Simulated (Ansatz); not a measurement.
Input for Ansatz (plane-wave DFT), Mg:

```yaml
crystal:
  lattice:
    - [-1.83599163, 1.83599163, 1.67940402]
    - [1.83599163, -1.83599163, 1.67940402]
    - [1.83599163, 1.83599163, -1.67940402]
  atoms:
    - { symbol: Mg, position: [0.0, 0.0, 0.0] }
basis:
  ecutwfc: 420
kpoints:
  mp_grid: { grid: [6, 6, 6] }
hamiltonian:
  xc: pbe
scf:
  occupations: { method: tetrahedron }
  mixing: { beta: 0.88, preconditioner: none, globalisation: backtrack }
  max_iter: 66
output:
  forces: true
  stress: true
  eigenvalues: true
  populations: true
```

Command:

```bash
ansatz run input.yaml --threads 1 --pin off --max-ram 1331MiB --backend cpu --events-out ev --progress --plain --runs-dir out
```

From the log (HF is the Harris–Foulkes energy, dr2 the density residual in eV):

```text
Warning: output.forces, output.stress, relax.cell or npt_langevin: where a Kohn–Sham band that disperses or a degenerate level is filled in part under the method tetrahedron, the forces or the stress that this run publishes need not agree with its energy (scf.occupations.method in the input reference, under Limitations); prefer a smearing scheme for the forces or the stress
Pseudopotential: Mg, paw, valence charge 10, recommended cutoff 420 eV (normal)
Crystal: 1 atom, lattice volume = 22.644 Å³
Basis set: ecut = 420 eV, 433 PW (Γ), exchange–correlation on 48×48×48 points (8 copies of the dense FFT grid, shifted against one another)
Bands: 9, of which v1, the nominal top of the filled ones, is band 5 counted from 1 (4 counted from 0)
Symmetry: 16 space group operations
Space group: I4/mmm (ITA 139), of the structure as read, at distance tolerance 2.8e-5 Å
k-points: 30 of 216
Initial density: superposition of atomic densities, corrected by the library's trained network
SCF iter   1: HF=-1923.738558 eV  Δρ=1.24e-3  dr2=4.74e-4
SCF iter   2: F=-1923.738617 eV  HF=-1923.738617 eV  Δρ=1.66e-4  dr2=3.66e-6  κ⁻¹=1.0e0(r=1)
SCF iter   3: F=-1923.738613 eV  HF=-1923.738613 eV  Δρ=3.97e-5  dr2=1.56e-7  κ⁻¹=6.7e-3(r=2)
SCF iter   4: F=-1923.738613 eV  HF=-1923.738613 eV  Δρ=9.64e-6  dr2=8.28e-9
SCF 1 converged in 4 iterations: F = -1923.738613 eV  dr2 = 8.28e-9
SCF converged after 4 iterations
Stability not checked: this state was not tested for a lower state beside it, because cold or Methfessel-Paxton smearing, or corrected tetrahedra, fill the levels in a way that the test cannot read (fill_not_monotonic; see scf.lower_state_search)
Free energy (F): -1923.738613 eV
E sigma→0 (E₀):  -1923.738613 eV
Entropy (-TS):   -0.001612 eV (-1.612 meV/atom)
Fermi energy:    5.999829 eV
--- Forces (eV/Å), atoms counted from 1 ---
  atom   1  Mg     0.00000000     0.00000000    -0.00000000
--- Stress (GPa, compression-positive) ---
       -0.066886       0.000000       0.000000
        0.000000      -0.066886      -0.000000
       -0.000000       0.000000      -0.281953
  P = ⅓ Tr σ = -0.1386 GPa (-1.386 kbar)
```

These settings were drawn at random to show what each does; none of the numbers is a converged property of the crystal.